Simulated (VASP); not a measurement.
A run of VASP 6.6.1:

POSCAR

```
BN
1.0
    0.0000000000      1.8130010000      1.8130010000
    1.8130010000      0.0000000000      1.8130010000
    1.8130010000      1.8130010000      0.0000000000
N B
1 1
Direct
    0.2500000000      0.2500000000      0.2500000000
    0.0000000000      0.0000000000      0.0000000000
```

File INCAR.step1:

```
SYSTEM = BN
PREC     = Accurate       ! precision mode
ENCUT    = 550            ! plane-wave cutoff, eV
ISMEAR   = -1             ! smearing method
SIGMA    = 0.02           ! smearing width, eV
LREAL    = .FALSE.        ! projectors in reciprocal space
LASPH    = .TRUE.         ! aspherical terms in the spheres
NELM     = 100            ! most SCF steps
ALGO     = Normal         ! electronic algorithm
ISIF     = 2              ! what is computed and relaxed
LWAVE    = .TRUE.         ! write WAVECAR
LCHARG   = .FALSE.        ! write CHGCAR
GGA      = PE             ! functional
EDIFF    = 1E-5           ! SCF threshold, eV
```

File INCAR.step2:

```
SYSTEM = BN
PREC     = Accurate       ! precision mode
ENCUT    = 550            ! plane-wave cutoff, eV
EDIFF    = 1E-8           ! SCF threshold, eV
ISMEAR   = -1             ! smearing method
SIGMA    = 0.02           ! smearing width, eV
LREAL    = .FALSE.        ! projectors in reciprocal space
LASPH    = .TRUE.         ! aspherical terms in the spheres
NELM     = 100            ! most SCF steps
ALGO     = Normal         ! electronic algorithm
ISIF     = 2              ! what is computed and relaxed
LWAVE    = .FALSE.        ! write WAVECAR
LCHARG   = .FALSE.        ! write CHGCAR
METAGGA  = R2SCAN         ! meta-GGA
LHFCALC  = .TRUE.         ! exact exchange
AEXX     = 0.25           ! exact-exchange fraction
LMIXTAU  = .TRUE.       
PRECFOCK = Fast         
HFRCUT   = -1           
IVDW     = 12             ! dispersion correction
VDW_S6   = 1.0          
VDW_S8   = 1.1846       
VDW_A1   = 0.4534       
VDW_A2   = 5.8972       
LEFG     = .TRUE.       
ISTART   = 1
```

Contents of KPOINTS:

```
Automatic mesh
0
G
  7 7 7
  0 0 0
```

Potentials or basis: VASP PAW PBE potentials, release 64 (N_GW, B_GW).

Command:

```console
$ cat potpaw_PBE.64/N_GW/POTCAR potpaw_PBE.64/B_GW/POTCAR > POTCAR
$ cp INCAR.step1 INCAR
$ mpirun -np 1 vasp_std > vasp.out
$ cp INCAR.step2 INCAR
$ mpirun -np 1 vasp_std > vasp.out
```

Hardware: 1 thread of Intel(R) Xeon(R) Platinum 8488C (Sapphire Rapids), with other jobs on the host.

Task: How long does it take, and how much memory?

Result: It took 2.2 min on 1 thread of Intel(R) Xeon(R) Platinum 8488C (Sapphire Rapids), on a shared host, peak memory 0.14 GiB. Counts: scf iterations 14, k points 20.
